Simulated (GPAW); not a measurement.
Crystal: BN.

```
N B
1.0
     0.00000    1.81300    1.81300
     1.81300    0.00000    1.81300
     1.81300    1.81300    0.00000
N B
1 1
Cartesian
  0.9065 0.9065 0.9065
  0.0000 0.0000 0.0000
```

The cell is a database's computed one.

Program: GPAW 26.7.0. Alike in all runs: no spin polarisation; cell as given. Hardware: 1 thread of Intel(R) Xeon(R) 6975P-C (Granite Rapids), with other jobs on the host.

Order these runs on this cell by their wall time, lowest first.
A. task dielectric tensor; level LDA; potentials or basis the program's PAW data sets (release 1.2.1) made for this functional, pw; k mesh 10 × 10 × 10; cutoff (eV) 600; smearing fermi-dirac 0.001 eV; maxiter 150; response ecut 80 eV; response k mesh 32 × 32 × 32; response bands 24
B. task single point; level PBEsol; potentials or basis PAW data sets generated in the run's folder for this functional, pw; k mesh 13 × 13 × 13; cutoff (eV) 800; smearing fermi-dirac 0.05 eV; maxiter 150
C. task single point; level LDA; potentials or basis the program's PAW data sets (release 1.2.1) made for this functional, pw; k mesh 10 × 10 × 10; cutoff (eV) 600; smearing fermi-dirac 0.05 eV; maxiter 120; convergence default

C (3.7 s), B (9.4 s), A (150 s).

Caveats: the long-wavelength limit can be off by a per cent or two (some runs).
